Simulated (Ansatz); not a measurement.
# TaS2: equation of state with PBEsol

The system is TaS2.

```
Ta S
1.0
     3.35000    0.00000    0.00000
    -1.67500    2.90119    0.00000
     0.00000    0.00000    5.86000
Ta S
1 2
Direct
  0.00000 0.00000 0.00000
  0.66667 0.33333 0.75000
  0.33333 0.66667 0.25000
```

```yaml
Program: Ansatz 0.2.0
Task: equation of state
Functional: PBEsol
Potentials_or_basis: all-electron LAPW, scalar-relativistic
Basis_error_allowed: 0.002 eV/atom
k_mesh: 9 × 9 × 5
Occupations: fermi-dirac, width 0.05 eV
Spin: no spin polarisation
```

- Equilibrium volume: 19.59 Å³/atom
- Bulk modulus at fixed shape and positions: 131 GPa
- Pressure derivative of the bulk modulus: 4.1

Energy against volume, from the lowest point:
```csv
volume (Å³/atom),energy (meV/atom)
17.845,74.13
18.225,43.61
18.605,21.67
18.984,7.60
19.364,0.60
19.744,0.00
20.123,5.19
```

All runs of the series together: 29 s on 2 threads of AMD EPYC 9R45 96-Core Processor (Zen 5) (shared host).

Caveat: the cell was scaled at fixed shape and fractional positions, which overstates the stiffness of a crystal with free parameters, most of all of layers and chains; this functional lacks dispersion, which binds the layers, so the pressure and a relaxed spacing across them are unreliable. Spin-orbit coupling is left out, which matters for the levels of Ta.
